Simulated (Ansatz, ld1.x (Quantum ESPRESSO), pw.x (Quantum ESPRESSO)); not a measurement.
cobalt (Co): one change to the RRKJ potential, in the atom and in the diamond crystal

cobalt, norm-conserving RRKJ (Kleinman–Bylander form), made with ld1.x (Quantum ESPRESSO) 7.5 (PBE, scalar-relativistic). Core [Ar], reference 3d7 4s2 4p0. Waves: 4p (bound, empty): rc 3.45 bohr; 3d (bound): rc 1.50 bohr; 4f channel at 0.35 Ry: rc 3.75 bohr; 4s (bound): rc 1.95 bohr. Local part: the s channel. Core correction: none. rho0 = 0.01.

Change: wave 4p (bound): rc 3.45 bohr becomes 4p (bound): rc 4.36 bohr.

Cutoffs, loose and tight: the cutoffs (Ry, on a coarse ladder) from which the occupation-weighted sum of valence levels, in a spherical-Bessel basis at the reference potential, stays within 10 and 1 mRy of its value at 400 Ry. They do not see the model core or the augmentation charge, which bear on the density cutoff. Test errors are all-electron minus pseudo excitation energies from the reference, over the configurations 3d7 4s1 4p0; 3d7 4s0 4p0; 3d6 4s0 4p0; 3d7 4s1 4p1; 3d7.5 4s1.5 4p0; 3d8 4s0 4p0; 3d8 4s1 4p0; variants that change the core or the reference have their own tests.

Crystal test: diamond Co in pw.x 7.5, no spin, 9³ k-points, Fermi–Dirac smearing 0.01 Ry, cutoffs set for each file from its atomic test. The reference is all-electron LAPW (Ansatz 0.2.0) with the same functional, mesh and smearing; V0 and B0 come from Birch–Murnaghan fits to the pressures at five volumes. Errors are pseudo minus all-electron; Δ is the rms difference of the E(V) curves that follow from these fits, minima aligned, over ±6 % about the mean V0. Mesh and smearing are coarse, so the numbers serve the comparison and aren't converged zero-temperature values; the lattice is a test structure that the element need not adopt. Spin polarisation and strong correlation are left out, which matters for this element.

All-electron: a0 = 4.931 Å (V0 = 14.98 Å³/atom), B0 = 127.9 GPa.

Does the change bring the crystal closer to the all-electron result?

The mean pressure error goes from -13.04 to -8.84 GPa, so the change moves the solid closer to the all-electron pressures. Neither pressure curve crosses zero within the volumes sampled, so no fits are given.

```csv
quantity,base,changed
outcome (atom),generated,generated
"cutoff, loose (atom)",80 Ry,80 Ry
"cutoff, tight (atom)",120 Ry,120 Ry
bound ghosts (atom),none,none
largest test error (meV) (atom),-242 over the solved tests; 1 of 7 tests not solved or not reliable,-242 over the solved tests; 1 of 7 tests not solved or not reliable
cutoffs in pw.x (Ry),145/580,145/580
mean pressure error (GPa),-13.04,-8.84
```

Base: The largest radius (3.75 bohr) exceeds half the bond length (2.02 bohr), so the spheres overlap, which is one possible source of error among others. This is a poor potential for the solid. Atomic configuration tests: 1 of 7 tests not solved or not reliable. Changed file: The largest radius (4.36 bohr) exceeds half the bond length (2.02 bohr), so the spheres overlap, which is one possible source of error among others. This is a poor potential for the solid. Atomic configuration tests: 1 of 7 tests not solved or not reliable. The atomic cutoffs weigh occupied waves only.
